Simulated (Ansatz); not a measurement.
CsCl:
```
CsCl
1.0
    4.14021     0.00000     0.00000
    0.00000     4.14021     0.00000
    0.00000     0.00000     4.14021
Cs Cl
1 1
Cartesian
  0.00000   0.00000   0.00000
  2.07011   2.07011   2.07011
```

Relaxed with r²SCAN.

Problem. Decompose the optical modes at the zone centre into irreducible representations, and say which are infrared and Raman allowed.

Solution. Point group m-3m: Γ_opt = T1u. Infrared: T1u. Raman: none.

Problem. Assign frequencies (DFPT, r²SCAN in the plane-wave PAW code Ansatz; without the LO–TO term).

Solution. T1u 95 cm⁻¹.

Space group Pm-3m (CsCl type). The cell was relaxed with r²SCAN under the symmetry of its start. Scalar-relativistic: spin–orbit coupling is off unless named, which matters more the heavier the elements.

Potentials: the earlier of the program's two PAW sets.
